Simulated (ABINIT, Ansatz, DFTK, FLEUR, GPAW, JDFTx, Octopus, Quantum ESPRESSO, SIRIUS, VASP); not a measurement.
SiC: 11 runs at one level of theory

```
CELL_PARAMETERS angstrom
3.07600 0.00000 0.00000
-1.53800 2.66389 0.00000
0.00000 0.00000 5.04800
ATOMIC_POSITIONS crystal
Si 0.66667 0.33333 0.50000
Si 0.33333 0.66667 0.00000
C 0.66667 0.33333 0.88500
C 0.33333 0.66667 0.38500
```

Alike in all runs: task single point; functional PBE; k mesh 10 × 10 × 5; occupations fermi-dirac, width 0.05 eV; no spin polarisation; no spin-orbit coupling. Pressure is positive in compression and, in plane waves, holds the error of the finite cutoff, which Ansatz's Pulay term estimates and takes out.

```tsv
program and potentials	plane-wave cutoff (eV)	notes	pressure (GPa)	largest force (eV/Å)
SIRIUS, PseudoDojo 0.4.1 PBE standard (scalar relativistic)	1127	-	3.67	0.760
Ansatz, all-electron LAPW, scalar-relativistic	-	-	3.71	0.752
GPAW, GPAW PAW data sets (gpaw-data 1.2.1)	800	-	4.97	0.770
Ansatz, Ansatz PAW (earlier soft set)	420	Pulay term of +0.14 GPa included	3.70	0.753
Octopus, pseudodojo_pbe (PseudoDojo 0.5, PBE)	-	-	-	0.759
JDFTx, PseudoDojo-SR-PBE-0.5-standard	1116	-	3.66	0.760
Quantum ESPRESSO, SSSP 1.3 efficiency PBE	748	-	3.90	0.758
ABINIT, JTH PAW PBE v2.0	517	-	3.13	0.740
VASP, PBE PAW files C, Si, 520 eV	520	-	3.64	0.753
DFTK, PseudoDojo SR PBE 0.4.1 standard (PBE)	1116	-	3.67	0.760
FLEUR, all-electron, FLAPW	-	-	-	0.754
```

Force on atom 3 (C), eV/Å:

```json
{"program and potentials": "SIRIUS, PseudoDojo 0.4.1 PBE standard (scalar relativistic)", "x": "0.000", "y": "0.000", "z": "-0.760"}
{"program and potentials": "Ansatz, all-electron LAPW, scalar-relativistic", "x": "0.000", "y": "0.000", "z": "-0.752"}
{"program and potentials": "GPAW, GPAW PAW data sets (gpaw-data 1.2.1)", "x": "0.000", "y": "0.000", "z": "-0.770"}
{"program and potentials": "Ansatz, Ansatz PAW (earlier soft set)", "x": "0.000", "y": "0.000", "z": "-0.753"}
{"program and potentials": "Octopus, pseudodojo_pbe (PseudoDojo 0.5, PBE)", "x": "0.000", "y": "0.000", "z": "-0.759"}
{"program and potentials": "JDFTx, PseudoDojo-SR-PBE-0.5-standard", "x": "0.000", "y": "0.000", "z": "-0.760"}
{"program and potentials": "Quantum ESPRESSO, SSSP 1.3 efficiency PBE", "x": "0.000", "y": "0.000", "z": "-0.758"}
{"program and potentials": "ABINIT, JTH PAW PBE v2.0", "x": "0.000", "y": "0.000", "z": "-0.740"}
{"program and potentials": "VASP, PBE PAW files C, Si, 520 eV", "x": "0.000", "y": "0.000", "z": "-0.753"}
{"program and potentials": "DFTK, PseudoDojo SR PBE 0.4.1 standard (PBE)", "x": "0.000", "y": "0.000", "z": "-0.760"}
{"program and potentials": "FLEUR, all-electron, FLAPW", "x": "0.000", "y": "0.000", "z": "-0.754"}
```

The pressure spans 3.13 (ABINIT, JTH PAW PBE v2.0) to 4.97 GPa (GPAW, GPAW PAW data sets (gpaw-data 1.2.1)), with all-electron results at 3.71. The atoms of the given cell lie far from their minimum at this level.

Differences between rows come from potentials, basis sets and numerical settings, since the functional is the same but for its coding. Runs on potential files found faulty are left out.
